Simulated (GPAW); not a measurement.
Runs of GPAW 26.7.0 on Ta. It takes space group P6_3/mmc (No. 194, hexagonal). Conventional cell: a = 2.900 Å, b = 2.900 Å, c = 5.166 Å, α = 90.00°, β = 90.00°, γ = 120.00°. Ta (site symmetry -6m2) has 12 Ta at 2.90 to 3.08 Å as nearest neighbours. This isn't the form of Ta at room conditions, which is bcc.

| task | level | spin | cell | k mesh | optimizer | fmax | max steps | convergence | band path | gap on the mesh (eV) | pressure (GPa) | relaxed volume (Å³/atom) |
| --- | --- | --- | --- | --- | --- | --- | --- | --- | --- | --- | --- | --- |
| relaxation of cell and atoms | PBEsol+D3(BJ)+ATM | off | relaxed | 9 × 9 × 5 | BFGS | 0.02 eV/Å | 60 | density=1e-05 forces=0.0001 | - | none | -0.1 | 17.69 |
| relaxation of cell and atoms | PBEsol+D3(BJ) | off | relaxed | 9 × 9 × 5 | BFGS | 0.02 eV/Å | 60 | density=1e-05 forces=0.0001 | - | none | 0.0 | 17.58 |
| band structure | PBEsol | SOC, no magnetisation | as given | 11 × 11 × 5 | - | - | - | - | GMKGALHA,LM,KH | - | -7.1 | - |
| band structure | PBEsol | off | as given | 11 × 11 × 5 | - | - | - | - | GMKGALHA,LM,KH | - | -7.1 | - |
| relaxation of cell and atoms | PBEsol+D4 | off | relaxed | 9 × 9 × 5 | BFGS | 0.02 eV/Å | 60 | density=1e-05 forces=0.0001 | - | none | -0.1 | (a) |

Alike in all rows: potentials or basis PAW data sets generated in the run's folder for this functional, pw; cutoff (eV) 600; smearing fermi-dirac 0.05 eV.

**Question.** Estimate the missing entries.

**Answer.** (a) 18.02.

Caveats: later steps reuse the first step's grids (some runs); pairwise dispersion overbinds metals, which lowers pressure and volume (some runs); spin-orbit coupling was added after a scalar SCF, so levels and gaps hold it while energy, forces, pressure and moments don't (some runs); this program's spin-orbit splittings come out too wide for heavy elements (some runs); spin-orbit coupling is left out, which moves the levels of the heavy elements (some runs).

A k mesh can miss the band edges, and rows without SOC leave out spin-orbit coupling on Ta.

A gap of «none» marks a metal or a gap under the smearing width.
